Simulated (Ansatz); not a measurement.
# S (diamond type): the cost of one run

Computed with Ansatz 0.2.0 (DFT PBE, with the methods named in each step, unless a step's input says otherwise).

**1. The starting structure**

Symmetry: Fd-3m, No. 227, cubic system. Conventional cell: a = 5.789 Å, b = 5.789 Å, c = 5.789 Å, α = 90.00°, β = 90.00°, γ = 90.00°. Around S (site symmetry -43m) lie 4 S at 2.51 Å.

Coordinates:

```
CELL_PARAMETERS angstrom
0.00000 2.89470 2.89470
2.89470 0.00000 2.89470
2.89470 2.89470 0.00000
ATOMIC_POSITIONS crystal
S 0.87500 0.87500 0.87500
S 0.12500 0.12500 0.12500
```

Whether this phase is the stable one at these pressures isn't tested.

Atoms are numbered in the order of the input: S1, S2.

**2. The reference volume, LAPW**

File input.yaml:

```yaml
crystal:
  lattice:
    - [0.0, 2.8947001619, 2.8947001619]
    - [2.8947001619, 0.0, 2.8947001619]
    - [2.8947001619, 2.8947001619, 0.0]
  atoms:
    - { symbol: S, position: [-0.125, -0.125, -0.125] }
    - { symbol: S, position: [0.125, 0.125, 0.125] }
kpoints:
  mp_grid: { grid: [13, 13, 13] }
  band_path:
    path:
      - [0.0, 0.0, 0.0]
      - [0.5, 0.0, 0.5]
      - [0.625, 0.25, 0.625]
      - [0.375, 0.375, 0.75]
      - [0.0, 0.0, 0.0]
      - [0.5, 0.5, 0.5]
      - [0.5, 0.25, 0.75]
      - [0.5, 0.0, 0.5]
    npoints: 14
scf:
  occupations: { method: fermi_dirac, width: 0.08 }
hamiltonian:
  xc: pbe
  pseudopotentials: { kind: all_electron, lapw: { basis_error: 0.001 } }
output:
  forces: true
  stress: true
  eigenvalues: true
  populations: true
  dos: { projected: true, de: 0.2, e_range: [-14, 8] }
```

Launch:

```console
$ ansatz run input.yaml --threads 1 --pin off --max-ram 2048MiB --backend cpu --events-out ev --progress --plain --runs-dir out
```

**Question.** How long does this run take on 1 thread of Intel Xeon Platinum 8488C (Sapphire Rapids), shared host, and how much memory does it need?

About 8.5 s, with a peak of 0.33 GiB.
